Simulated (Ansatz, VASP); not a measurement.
Two plane-wave programs on RbBr

```
CELL_PARAMETERS angstrom
-0.13197 3.32885 3.32885
3.32885 -0.13197 3.32885
3.32885 3.32885 -0.13197
ATOMIC_POSITIONS crystal
Rb 0.00000 0.00000 0.00000
Br 0.50000 0.50000 0.50000
```

Change from the starting cell: shear_111 strain -5.7%.

Alike in both runs: task single point; functional PBE; k mesh 6 × 6 × 6; occupations fermi-dirac, width 0.02 eV; no spin polarisation.

|  | VASP | Ansatz |
| --- | --- | --- |
| version | VASP 6.6.1 | Ansatz 0.2.0 |
| potentials or method | VASP PAW PBE potentials, release 64 (Rb_sv, Br) | plane waves, PAW |
| plane-wave cutoff (eV) | 520 | 420 |
| valence electrons in the cell | 16 | 16 |

|  | VASP | Ansatz | Ansatz less VASP |
| --- | --- | --- | --- |
| gap on the k mesh at the Fermi level (eV) | 4.37 | 4.37 | +0.003 |
| pressure (GPa) | 1.5 | 1.5 | -0.03 |
| largest component of the traceless stress (GPa) | 0.11 | 0.11 | +0.001 |

The functional is the same, so the differences come from potentials, cutoffs and numerics.
